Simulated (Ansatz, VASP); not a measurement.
**One calculation of Al2O3, two programs**

```
CELL_PARAMETERS angstrom
3.25888 0.00000 0.00000
-1.62944 2.82227 0.00000
0.00000 0.00000 7.87762
ATOMIC_POSITIONS crystal
Al 0.00000 0.00000 0.27795
Al 0.00000 0.00000 0.72205
O 0.33333 0.66667 0.19945
O 0.66667 0.33333 0.80055
O 0.00000 0.00000 0.50000
```

Change from the starting cell: strain +0.080 along x and y, +0.040 along z, atoms carried along.

Alike in both runs: task single point; functional PBEsol; k mesh 12 × 12 × 4; occupations gaussian, width 0.05 eV; no spin polarisation.

|  | VASP | Ansatz |
| --- | --- | --- |
| version | VASP 6.6.1 | Ansatz 0.2.0 |
| potentials or method | VASP PAW PBE potentials, release 64 (Al, O) | scalar-relativistic, plane waves, PAW |
| plane-wave cutoff (eV) | 520 | 420 |
| valence electrons in the cell | 24 | 24 |

Ansatz gave:

| Item | Value |
| --- | --- |
| gap on the k mesh at the Fermi level (eV) | 1.31 |
| least direct gap on the mesh (eV) | 1.31 |
| pressure (GPa) | -22.8 |
| largest component of the traceless stress (GPa) | 3.94 |
| rms of the force components (eV/Å) | 0.530 |

Problem. Which values does VASP return?

Solution. gap on the k mesh at the Fermi level (eV): 1.29; least direct gap on the mesh (eV): 1.29; pressure (GPa): -22.8; largest component of the traceless stress (GPa): 4.15; rms of the force components (eV/Å): 0.522.

Atom by atom the forces differ by 0.019 eV/Å (rms over components).

Caveats: so large a pressure means that the cell lies far from this level's equilibrium, or that cutoff or potentials fall short (VASP); the potentials were made for another functional, which shifts forces and pressure (VASP). A k mesh can miss the band edges.
